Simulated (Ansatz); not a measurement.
Theory: DFT PBE, scalar-relativistic, plane waves, PAW in Ansatz. Plane waves to 420 eV, a 6×6×6 mesh through Γ for the 2-atom cell and 0.02 eV Gaussian smearing; no spin polarisation.

The zero of energy is the elements' standard structures at the same level (Cl₂ as a molecule); no fitted shifts are applied.

Problem. Suggest a trial structure for a cubic wide-gap insulator with formula KCl, with a gap near 4.7 eV, a formation energy near −1.90 eV/atom and a density near 1.40 g/cm³, in a cell of 2 atoms.

Solution. KCl, space group F-43m (No. 216). Around K lie 4 Cl at 3.06 Å; around Cl lie 4 K at 3.06 Å.

Space group F-43m (No. 216). a = 7.070 Å, b = 7.070 Å, c = 7.070 Å, α = 90.00°, β = 90.00°, γ = 90.00°
```json
{"atom": "K", "site": "4c", "symmetry": "-43m", "x": "0.2500", "y": "0.2500", "z": "0.2500"}
{"atom": "Cl", "site": "4b", "symmetry": "-43m", "x": "0.5000", "y": "0.0000", "z": "0.0000"}
```

The volume per atom is 44.17 Å³. The density is 1.40 g/cm³ and the formation energy is −1.904 eV/atom. The gap on the 6×6×6 mesh of the 2-atom cell is 4.73 eV.

The structure comes from a generated guess, relaxed at this level; another structure or a mixture of phases may lie lower. The answer needn't be unique; the calculation gave this one.

Kohn–Sham gaps at this level usually fall short of measured ones. A later test with randomly moved atoms came back to the same energy, though modes that don't fit the test's cell weren't probed.
